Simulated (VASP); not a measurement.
# PtS₂: kinetic-energy density

PtS₂, P-3m1 (no. 164), 3 atoms in the cell. PBE; PAW potentials Pt, S (PBE set).

## Input

INCAR:
```
SYSTEM = PtS2
ALGO = Normal
EDIFF = 1E-7
ENCUT = 520
ISIF = 2
ISMEAR = 0
LASPH = .TRUE.
LCHARG = .TRUE.
LREAL = .FALSE.
LTAU = .TRUE.
LWAVE = .FALSE.
NELM = 100
PREC = Accurate
SIGMA = 0.02
```

KPOINTS:
```
k-points
0
Gamma
  7 7 5
```

POSCAR:
```
PtS2
1.0
    3.5432000000      0.0000000000      0.0000000000
   -1.7716000000      3.0685012107      0.0000000000
    0.0000000000      0.0000000000      5.0388000000
Pt S
1 2
Direct
    0.0000000000      0.0000000000      0.0000000000
    0.6666666667      0.3333333333      0.7730000000
    0.3333333333      0.6666666667      0.2270000000
```

Commands:
```
cat potpaw_PBE.64/Pt/POTCAR potpaw_PBE.64/S/POTCAR > POTCAR
mpirun -np 1 vasp_std > vasp.out
```

## Result

- Kinetic energy of the pseudo orbitals (eV): 461.21

VASP 6.6.1 took 40 s on 1 core (Intel Xeon Platinum 8488C (Sapphire Rapids)), a shared host.
